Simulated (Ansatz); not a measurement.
Sb$_{2}$Te$_{3}$:
```cif
data_Sb6Te9
_chemical_formula_sum 'Sb6 Te9'
_space_group_name_H-M_alt 'R-3m :H'
_space_group_IT_number 166
_space_group_name_Hall '-R 3 2"'
_cell_length_a 4.30748
_cell_length_b 4.30748
_cell_length_c 31.83672
_cell_angle_alpha 90.000
_cell_angle_beta 90.000
_cell_angle_gamma 120.000
loop_
_atom_site_label
_atom_site_type_symbol
_atom_site_symmetry_multiplicity
_atom_site_Wyckoff_symbol
_atom_site_fract_x
_atom_site_fract_y
_atom_site_fract_z
_atom_site_occupancy
Sb1 Sb 6 c 0.00000 0.00000 0.39578 1
Te1 Te 6 c 0.00000 0.00000 0.21772 1
Te2 Te 3 a 0.00000 0.00000 0.00000 1
```
(The calculation used a cell of 5 atoms; values per cell refer to that cell.)

Relaxed with r²SCAN.

Question: Which orbitals make up the states near the band edges in r²SCAN (plane waves, PAW; program Ansatz)?

Answer: Top 1 eV of the valence band: Te 5p 79 %, Sb 5s 13 %, Sb 5p 5 %. Bottom 1 eV of the conduction band: Sb 5p 55 %, Te 5p 35 %. Projections are on Löwdin-orthogonalised atomic valence shells; empty p or d shells of many metals are not among them.

Question: Tabulate the density of states.

Answer: States/eV per cell of 5 atoms, in 0.25 eV bins, energy from the valence-band maximum.

```tsv
E (eV)	total	Te 5p	Sb 5p	Sb 5s
-7.85	0.51	0.06	0.01	0.26
-7.60	0.49	0.06	0.01	0.24
-7.35	0.41	0.05	0.01	0.20
-7.10	0.18	0.02	0.00	0.09
-6.85	0.01	0.00	0.00	0.00
-6.60	0.00	0.00	0.00	0.00
-6.35	0.00	0.00	0.00	0.00
-6.10	0.00	0.00	0.00	0.00
-5.85	0.00	0.00	0.00	0.00
-5.60	0.28	0.15	0.12	0.00
-5.35	1.89	1.01	0.82	0.00
-5.10	2.19	1.17	0.96	0.01
-4.85	1.67	0.91	0.72	0.01
-4.60	1.96	1.07	0.84	0.02
-4.35	3.37	1.90	1.35	0.04
-4.10	3.89	2.22	1.51	0.05
-3.85	4.16	2.39	1.55	0.05
-3.60	5.19	2.99	1.95	0.06
-3.35	4.05	2.41	1.45	0.05
-3.10	5.10	3.00	1.86	0.06
-2.85	4.46	2.63	1.60	0.06
-2.60	3.63	2.12	1.28	0.07
-2.35	2.82	1.72	0.93	0.05
-2.10	2.81	2.03	0.63	0.04
-1.85	3.32	2.65	0.50	0.06
-1.60	3.77	3.33	0.26	0.08
-1.35	3.83	3.42	0.18	0.14
-1.10	4.13	3.55	0.20	0.27
-0.85	4.04	3.21	0.21	0.51
-0.60	3.19	2.53	0.13	0.44
-0.35	2.11	1.62	0.14	0.29
-0.10	0.14	0.11	0.01	0.02
0.15	0.00	0.00	0.00	0.00
0.40	0.00	0.00	0.00	0.00
0.65	0.46	0.12	0.28	0.01
0.90	2.34	0.73	1.36	0.03
1.15	5.10	1.75	2.83	0.06
1.40	5.24	2.00	2.72	0.06
1.65	5.10	2.07	2.50	0.08
1.90	3.48	1.46	1.70	0.05
2.15	3.18	1.38	1.55	0.04
2.40	2.25	0.94	1.14	0.02
2.65	2.02	0.81	1.05	0.01
2.90	3.61	1.40	1.75	0.02
3.15	3.31	1.34	1.61	0.01
3.40	3.62	1.41	1.62	0.01
3.65	3.59	1.11	1.22	0.01
3.90	3.39	1.08	1.16	0.01
4.15	2.56	0.71	0.73	0.01
4.40	2.86	0.61	0.62	0.00
4.65	2.05	0.38	0.37	0.00
4.90	1.12	0.13	0.13	0.00
5.15	2.71	0.08	0.06	0.00
```

The r²SCAN relaxation kept the symmetry of its start. A crystal of weakly bound layers computed without a dispersion correction: the cell and the soft elastic constants depend strongly on that. Spin–orbit coupling is left out wherever it is not named.

Potentials: the earlier of the program's two PAW sets.
